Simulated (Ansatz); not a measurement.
MnSb:

```
Sb Mn
1.0
     4.15000    0.00000    0.00000
    -2.07500    3.59401    0.00000
     0.00000    0.00000    5.78000
Sb Mn
2 2
Direct
  0.66667 0.33333 0.75000
  0.33333 0.66667 0.25000
  0.00000 0.00000 0.50000
  0.00000 0.00000 0.00000
```

Base run:

* Program: Ansatz 0.2.0
* Functional: PBEsol
* Potentials or basis: Ansatz PAW
* Cutoff: 420 eV (not typed: the program's choice for these potentials)
* k mesh: 7 × 7 × 5
* Occupations: fermi-dirac, width 0.05 eV
* Spin: collinear spin, ferromagnetic start
* Starting moments: [0.0, 0.0, 4.0, 4.0] μB

Its results: band gap on the k mesh none (metal or under the smearing width); pressure -7.1 GPa; net moment 6.70 μB per cell; site moments Sb -0.12; Mn +3.42 μB.

Question: The run is repeated on the same cell with these changes: hubbard terms from none to Mn d U = 3 eV; hubbard projectors from none to ortho-atomic (the default). What comes out?

Answer: Band gap on the k mesh none (metal or under the smearing width); pressure 2.4 GPa; net moment 7.93 μB per cell; site moments Sb -0.17; Mn +4.07 μB.

Caveats: only a ferromagnetic start was run, and an antiferromagnetic order may lie lower in energy; the PAW data sets come from PBE, with cores solved anew for the run's functional, which leaves a small shift of forces and pressure; the density of states is complete only up to the lowest level of the last band computed; the magnetic or orbital state may not be the lowest (some runs); the U is typed as a test and isn't derived for this compound (some runs).
